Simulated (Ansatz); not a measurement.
# TiSi2 (P6/mmm) in Ansatz: further runs, part 3 of 3

Ansatz 0.2.0.

**6. Projected density of states, LDA+U**

Contents of input.yaml:

```yaml
crystal:
  lattice:
    - [4.37464, 0.0, 0.0]
    - [-2.18732, 3.78855, 0.0]
    - [0.0, 0.0, 2.56101]
  atoms:
    - { symbol: Ti, position: [0.0, 0.0, 0.0] }
    - { symbol: Si, position: [0.33333, 0.66667, 0.5] }
    - { symbol: Si, position: [0.66667, 0.33333, 0.5] }
hamiltonian:
  xc: lda
  pseudopotentials: { kind: paw }
  hubbard: { sites: [{ species: Ti, l: d, u_eff: 4.0 }] }
kpoints:
  mp_grid: { grid: [7, 7, 10] }
scf:
  occupations: { method: fermi_dirac, width: 0.05 }
  n_extra_bands: 7
output:
  forces: true
  stress: true
  eigenvalues: true
  dos: { projected: true, de: 0.05, nscf_kmesh: { grid: [11, 11, 15] } }
```

Potentials or basis: Ansatz PAW.

Run with:

```bash
$ ansatz run input.yaml --threads 2 --pin off --max-ram 5632MiB --backend cpu --events-out ev --progress --plain --runs-dir out
```

Standard output:

```text
Warning: the atoms were moved onto the symmetric positions of the space group found under crystal.symmetry.tolerance 1.0e-5 (fractional; no operation is sought that the atoms, as they stand in a round, miss by more than twice it, and no atom is moved by as much as it), and the run uses the moved positions. Before a round's move an operation carried an atom to 4.37e-5 Å from where it should land, the largest such distance. Atom 1 (counting from 0) moved farthest, by 2.53e-5 Å; the longest move in fractions of the cell, of whichever atom, is 0.47 of the tolerance, in 1 round. To run the atoms as typed, lower crystal.symmetry.tolerance until the operations that they miss are no longer found, or set crystal.symmetry.detect: false (a key that needs symmetry detection or time reversal refuses this as the deck is read). The positions used, in the order of the run's atom list: position: [0.0, 0.0, 0.0]; position: [0.3333333333333333, 0.6666666666666666, 0.5]; position: [0.6666666666666666, 0.3333333333333333, 0.5]; The lattice was moved too: crystal.lattice keeps the space group found at crystal.symmetry.tolerance 1.0e-5 only nearly: the operation that it misses by the most changes a squared length by the fraction 2.87e-7. The run uses the lattice that is a stretch of the typed one, with no rotation, onto the one that keeps every operation to a double's rounding (on a very oblique basis the stretch itself rounds by more); the deck's lattice vector that moved farthest moved by 3.62e-7 Å. To run the lattice as typed, set crystal.symmetry.tolerance under 2.86e-7, the least fraction by which an operation that the lattice misses changes a squared length (the same key also sets how far an atom may lie from its image, so lowering it can lose operations that the atoms keep only within it), or set crystal.symmetry.detect: false, as for the atoms. crystal.lattice made exact, in Å and degrees: [[4.374640362338372, 0.0, 0.0], [-2.187320181169186, 3.7885496862057915, 0.0], [0.0, 0.0, 2.56101]]. Pasted over the deck's crystal.lattice, beside positions in fractional coordinates, it runs the same cell (given as lengths and angles, that cell in the form's own orientation, a rigid turn of the misfit's size from the one run here, for which a checkpoint.post_process_only pass over this run's state can be refused: where this run relaxes nothing, give such a pass this deck's own crystal.lattice, as typed; behind a relaxation, as crystal.lattice, the state's own cell, identity.cell in its checkpoint.json), and a matrix so pasted ends this notice, except on a very skew basis of the lattice, where the rounding of the pasted numbers themselves can read as a misfit: the cell is then moved again, and that move is told again. The lattice as run is in this notice's lattice.as_run_ang field (Run.prep()["deck_notices"] in Python, the deck_notice line of an events file, deck_notices of ansatz run --dry-run=json, or deck_notices in record.json in the deck's checkpoint.write directory).
Warning: RAYON_NUM_THREADS=2 ignored (pool sized by the plan → 2); use --threads N
Ti: projections on atomic orbitals take those of the free atom [Ne] 3s2 3p6 3d2 4s2, of charge +0.00 (hamiltonian.pseudopotentials.projection_atoms); the dataset's partial waves leave at most 4.1e-7 of an orbital's norm unspanned inside its sphere
Si: projections on atomic orbitals take those of the free atom [Ne] 3s2 3p2, of charge +0.00 (hamiltonian.pseudopotentials.projection_atoms); the dataset's partial waves leave at most 6.1e-8 of an orbital's norm unspanned inside its sphere
scf.n_extra_bands = 7 over 10 filled bands (N_el = 20.0): the run solves 17 bands
Engine: ansatz 0.2.0, aarch64-unknown-linux-gnu
Pseudopotentials: kind: paw
Pseudopotential: Ti, paw, valence charge 12, recommended cutoff 420 eV (normal), Ti.paw.azcp
Pseudopotential: Si, paw, valence charge 4, recommended cutoff 420 eV (normal), Si.paw.azcp
Functional definition: SPW92
  exchange = slater_x
  correlation = pw_c
Crystal: 3 atoms, lattice volume = 42.445 Å³
Basis set: ecut = 420 eV, 855 PW (Γ)
Bands: 17, of which v1, the nominal top of the filled ones, is band 10 counted from 1 (9 counted from 0)
Symmetry: 24 space group operations
Space group: P6/mmm (ITA 191), of the structure as read, at distance tolerance 3.5e-5 Å
k-points: 48 of 490
Non-local potential: Ti, projectors of the file, l = 0: 3, l = 1: 2, l = 2: 3, l = 3: 1
Non-local potential: Si, projectors of the file, l = 0: 2, l = 1: 2, l = 2: 2
[... 37 lines left out ...]
  E_vhub       = 2.011405  (the Hubbard potential's part of the band-sum identity)
  E_paw        = -1971.065275  (= ΣΔE_a)
  E_vpaw       = -177.311255  (= ΣTr[D̂ρ^β])
  E_aug_tail   = 0.000112  (compensation charges beyond the density's cutoff)
  E_ewald      = -1314.655962
  E_core_change = 0.494612  (= ΣΔE_core)
  E_smearing   = -0.020008  (= −TS)
  E_closure    = 0.000000  (closes the sum)
  Σ components = -3664.429529   (vs F -3664.429529, Δ=0.00e0)
--- Forces (eV/Å), atoms counted from 1 ---
  atom   1  Ti    -0.00000000    -0.00000000     0.00000000
  atom   2  Si     0.00000000    -0.00000000     0.00000000
  atom   3  Si     0.00000000     0.00000000    -0.00000000
  max |Σ_I F_I| component: 3.70e-17 eV/Å
--- Stress (GPa, compression-positive) ---
       -1.408437      -0.000000      -0.000000
        0.000000      -1.408437      -0.000000
       -0.000000      -0.000000      -6.512301
  P = ⅓ Tr σ = -3.1097 GPa (-31.097 kbar)
--- Band table (eV; the first three rows and the last of 48) ---
  k-point 0: bands = ["-43.9531", "-20.6047", "-20.6047", "-19.8038", "-0.3076", "7.7706", "7.7819", "7.7819", "10.8354", "11.8134", "11.8134", "16.1915", "16.1915", "16.3413", "16.3413", "18.3297", "19.8713"]
  k-point 1: bands = ["-43.9372", "-20.5910", "-20.5910", "-19.9114", "-0.0822", "7.9793", "7.9793", "7.9828", "11.1149", "11.7824", "11.7824", "16.2248", "16.2248", "16.2941", "16.2941", "17.2386", "18.6582"]
  k-point 2: bands = ["-43.8955", "-20.5554", "-20.5554", "-20.1878", "0.5859", "8.5680", "8.5680", "8.6132", "11.3872", "11.6497", "11.6497", "14.9345", "16.0749", "16.0749", "16.4567", "16.4567", "18.9277"]
  k-point 47: bands = ["-43.7834", "-20.8750", "-20.4699", "-20.4679", "5.8561", "6.7810", "7.7722", "8.5009", "9.7964", "12.4800", "13.4990", "14.4885", "14.4983", "14.9847", "17.5060", "18.1218", "18.8628"]
Occupation matrices written to <dir>
```

dos.tsv:

```text
# E-E_F[eV]	g_bin_mean(E)[states/eV]	N(E)
# format = ansatz-dos/2
# fermi_ev = 12.963619
# fermi_mp_grid = 11 11 15
# fermi_mp_shift = 0 0 0
# nscf_kmesh_grid = 11 11 15
# nscf_kmesh_shift = 0 0 0
# tetrahedron_fermi_ev = 12.961433
# g_bin_mean(E): the states in a bin one row spacing wide, centred on E, divided by that spacing. States that the method places at a single energy (under output.dos.method: tetrahedron, those of a tetrahedron whose four corners have one energy) are counted whole in the row whose bin holds that energy (on the edge of two bins, in the lower row). The sum of g_bin_mean over a run of rows, times the row spacing, is the number of states from half a spacing under the first of them to half a spacing over the last (a plain sum, not the trapezoid rule).
-57.416716	0.000000e0	0.000000e0
-57.366716	0.000000e0	0.000000e0
-57.316716	0.000000e0	0.000000e0
-57.266716	0.000000e0	0.000000e0
-57.216716	0.000000e0	0.000000e0
-57.166716	0.000000e0	0.000000e0
[... 1333 lines left out ...]
9.533284	0.000000e0	3.400000e1
9.583284	0.000000e0	3.400000e1
```

occupation_matrices:

```text
# The occupation matrices of the corrected shells as a run of Ansatz 0.0.0 ended. An entry of
# hamiltonian.hubbard.sites starts from them by `starting_ns: <path of this file>`, where that key's refused
# combinations let it.
# Free energy -3664.429529 eV.
# projection_atom_Ti: [Ne] 3s2 3p6 3d2 4s2
# projection_atom_Si: [Ne] 3s2 3p2
format: ansatz-occupation-matrices/1
state: converged
spin: unpolarized
projectors: all-electron-ortho-atomic
projection_frame: null
lattice: # Å
  - [4.374640362338372, 0.0, 0.0]
  - [-2.187320181169186, 3.7885496862057915, 0.0]
  - [0.0, 0.0, 2.56101]
atoms: # fractions of the lattice vectors
  - {symbol: Ti, position: [0.0, 0.0, 0.0]}
  - {symbol: Si, position: [0.3333333333333333, 0.6666666666666666, 0.5]}
  - {symbol: Si, position: [0.6666666666666666, 0.3333333333333333, 0.5]}
sites: # a site counts the atoms from 0
  - {site: 0, l: d, shell: 3, starting_ns: [{spin: up, occupation_matrix: site0_d}]} # 3.025 electrons, filled orbitals 0
occupation_matrices: # on the real harmonics m = 0, +1, -1, ... of the Cartesian axes; of spinors up first
  site0_d:
    matrix:
      - [0.4920792271366847, -1.3010426069826053e-18, -1.1709383462843448e-17, -3.5236570605778894e-18, 4.336808689942018e-19]
      - [-1.3010426069826053e-18, 0.23079794362461684, -7.860465750519907e-19, -1.0842021724855044e-18, -1.0408340855860843e-17]
      - [-1.1709383462843448e-17, -7.318364664277155e-19, 0.23079794362461692, 5.637851296924623e-18, -4.336808689942018e-19]
      - [-2.3852447794681098e-18, -1.0842021724855044e-18, 5.637851296924623e-18, 0.2794303691548942, 1.5178830414797062e-18]
      - [4.0657581468206416e-19, -1.0625181290357943e-17, -8.673617379884035e-19, 1.0842021724855044e-18, 0.279430369154894]
```

Run time: 3.6 s. Hardware: 2 threads of Arm Neoverse V2, shared host; peak memory 0.33 GiB.

What came out:

| Quantity | Value |
| --- | --- |
| Free energy | -3664.4295 eV |
| Pressure | -3.1 GPa |
| Band gap on the k mesh | none (metal or under the smearing width) |
| Density of states at the Fermi level | 2.20 states/eV per cell |

States per cell in windows of 1 eV (zero at the Fermi level; states under -8 eV left out):
| from (eV) | total | Ti 3d | Si 3p | Si 3s | Ti 4s |
| --- | --- | --- | --- | --- | --- |
| -8.0 | 0.53 | 0.06 | 0.21 | 0.25 | 0.01 |
| -7.0 | 0.64 | 0.05 | 0.38 | 0.16 | 0.04 |
| -6.0 | 1.04 | 0.08 | 0.78 | 0.12 | 0.04 |
| -5.0 | 1.04 | 0.14 | 0.76 | 0.09 | 0.03 |
| -4.0 | 1.19 | 0.24 | 0.74 | 0.13 | 0.05 |
| -3.0 | 1.47 | 0.44 | 0.78 | 0.13 | 0.07 |
| -2.0 | 1.44 | 0.69 | 0.58 | 0.09 | 0.03 |
| -1.0 | 1.89 | 1.13 | 0.50 | 0.12 | 0.05 |
| 0.0 | 1.71 | 0.98 | 0.33 | 0.18 | 0.07 |
| 1.0 | 2.04 | 1.27 | 0.41 | 0.18 | 0.04 |
| 2.0 | 3.08 | 2.10 | 0.46 | 0.26 | 0.07 |
| 3.0 | 2.97 | 1.50 | 0.70 | 0.24 | 0.17 |
| 4.0 | 1.60 | 0.41 | 0.54 | 0.11 | 0.09 |
| 5.0 | 1.27 | 0.21 | 0.47 | 0.12 | 0.06 |
| 6.0 | 0.96 | 0.10 | 0.41 | 0.09 | 0.08 |
| 7.0 | 0.37 | 0.03 | 0.20 | 0.03 | 0.03 |

Eigenvalues of the final occupation matrices:
```
  site  spin  trace               eigenvalues
site 1     1   1.51  0.23 0.23 0.28 0.28 0.49
```

Caveat: U without spin polarisation on a metal has little footing; the PAW data sets come from PBE, with cores solved anew for the run's functional, which leaves a small shift of forces and pressure; the U is typed as a test and isn't derived for this compound.

**7. The runs side by side**

| level | U | hubbard projectors | double counting | gap on the mesh (eV) | pressure (GPa) |
| --- | --- | --- | --- | --- | --- |
| LDA | - | - | - | none | -7.1 |
| LDA+U | Ti d U = 1 eV | ortho-atomic (the default) | fll (the default) | none | -6.3 |
| LDA+U | Ti d U = 2 eV | ortho-atomic (the default) | fll (the default) | none | -5.4 |
| LDA+U | Ti d U = 3 eV | ortho-atomic (the default) | fll (the default) | none | -4.3 |
| LDA+U | Ti d U = 4 eV | ortho-atomic (the default) | fll (the default) | none | -3.1 |

Alike in all rows: task projected density of states; potentials or basis Ansatz PAW; no spin polarisation; cell as given; k mesh 7 × 7 × 10; cutoff (eV) 420; smearing fermi-dirac 0.05 eV.

Every run on the cell as given and a fine mesh finds a metal. The pressure there spans -7.1 GPa (LDA) to -3.1 GPa (LDA+U); a positive pressure means that this level wants a larger cell, a negative one a smaller.

Caveats: the PAW data sets come from PBE, with cores solved anew for the run's functional, which leaves a small shift of forces and pressure; U without spin polarisation on a metal has little footing (some runs); the U is typed as a test and isn't derived for this compound (some runs).

Total energies depend on the potentials used, so only differences within one code and one set of settings carry meaning.
